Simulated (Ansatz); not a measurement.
# SnSe2: the cost of one run

Program: Ansatz 0.2.0. Level of theory: DFT PBE, scalar-relativistic, plane waves, PAW. These are calculated values, not measurements.

4 further runs of the same task are left out: 4 set aside as unsound or not needed.

## 1. The structure to begin with

Symmetry: P-3m1, No. 164, trigonal system. Conventional cell: a = 3.872 Å, b = 3.872 Å, c = 6.971 Å, α = 90.00°, β = 90.00°, γ = 120.00°. Around Sn (site symmetry -3m) lie 6 Se at 2.75 Å. Se (site symmetry 3m) has 3 Sn at 2.75 Å as nearest neighbours.

Structure file:

```xyz
3
Lattice="3.8717 0.0000 0.0000 -1.9358 3.3530 0.0000 0.0000 0.0000 6.9711" Properties=species:S:1:pos:R:3 pbc="T T T"
Sn    0.0000    0.0000    0.0000
Se    1.9358    1.1177    5.3765
Se    0.0000    2.2353    1.5946
```

It goes back to an entry of the Materials Project.

It is the result of an earlier relaxation at this level (volume 30.17 Å³/atom; gap on the mesh: 0.70 eV).

The unstrained cell was computed beforehand with the same settings: E(σ→0) = -16963.3974 eV for 3 atoms, gap 0.68 eV over the zone.

## 2. The cell strained by -2.0 %

File input.yaml:

```yaml
crystal:
  lattice:
    - [3.8716723131, 0.0, 0.0]
    - [-1.9358361566, 3.3529665783, 0.0]
    - [0.0, 0.0, 6.8316790055]
  atoms:
    - { symbol: Sn, position: [0.0, 0.0, 0.0] }
    - { symbol: Se, position: [0.6666666667, 0.3333333333, 0.7712614522] }
    - { symbol: Se, position: [0.3333333333, 0.6666666667, 0.2287385478] }
basis:
  ecutwfc: 420
kpoints:
  mp_grid: { grid: [12, 12, 4] }
hamiltonian:
  xc: pbe
scf:
  occupations: { method: gaussian, width: 0.02 }
output:
  forces: true
  stress: true
  eigenvalues: true
  write_density: true
  write_potential: true
  elf: true
  volumetric_format: npy
relax:
  adjacent_minimum: "off"
  f_tol: 0.008
  max_steps: 40
```

Run with:

```sh
$ ansatz run input.yaml --threads 1 --pin off --max-ram 2560MiB --backend cpu --events-out ev --progress --plain --runs-dir out
```

**Question.** How long does this run take on 1 thread of Intel Xeon Platinum 8488C (Sapphire Rapids), shared host, and how much memory does it need?

About 26 s, with a peak of 0.52 GiB.
